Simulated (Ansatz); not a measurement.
Te: do energies and stresses tell the same story?

Method: DFT PBE+D3(BJ), scalar-relativistic, plane waves, PAW (Ansatz 0.2.0).

Settings: cutoff 420 eV, Γ-centred mesh 12×12×8 on the computed 3-atom cell, Gaussian smearing of 0.10 eV; no spin polarisation.

Relaxed cell: P3_221, a = 4.318 Å, b = 4.318 Å, c = 5.967 Å, α = 90.00°, β = 90.00°, γ = 120.00°, 3 atoms in the primitive cell.

Energies at zero smearing and pressures from the stress tensor, at volumes with shape and atoms relaxed:
| V (Å³/atom) | E − E(first) (meV/atom) | P (GPa) |
| --- | --- | --- |
| 28.263 | 0.00 | 6.15 |
| 29.226 | -31.33 | 4.20 |
| 30.190 | -51.33 | 2.53 |
| 31.153 | -61.90 | 1.14 |
| 32.117 | -64.92 | -0.01 |
| 33.080 | -61.98 | -0.89 |
| 34.044 | -54.50 | -1.54 |
| 35.329 | -39.45 | -2.14 |

Question: Check P = −dE/dV between neighbouring volumes, and get the bulk modulus from the pressures alone.

Answer: With 1 eV/Å³ = 160.2 GPa:
```
middle V (Å³/atom)  −ΔE/ΔV (GPa) mean P (GPa)
            28.745         5.210         5.176
            29.708         3.325         3.367
            30.672         1.758         1.837
            31.635         0.502         0.569
            32.599        -0.488        -0.448
            33.562        -1.243        -1.217
            34.686        -1.878        -1.840
```

The two differ by 0.08 GPa at most. The mean of two end pressures misses the average over a step by about ΔV² P″/12, up to 0.03 GPa here; with that taken off 0.06 GPa remains, from the smearing term (the stress is the derivative of the free energy), the finite cutoff, the mesh or the relaxation's tolerance. Around V = 32.117 Å³/atom, the two neighbours give B = −V ΔP/ΔV = 32.117 × 2.04 / 1.927 = 33.9 GPa, against B0 = 32.5 GPa from the Birch–Murnaghan fit of the energies.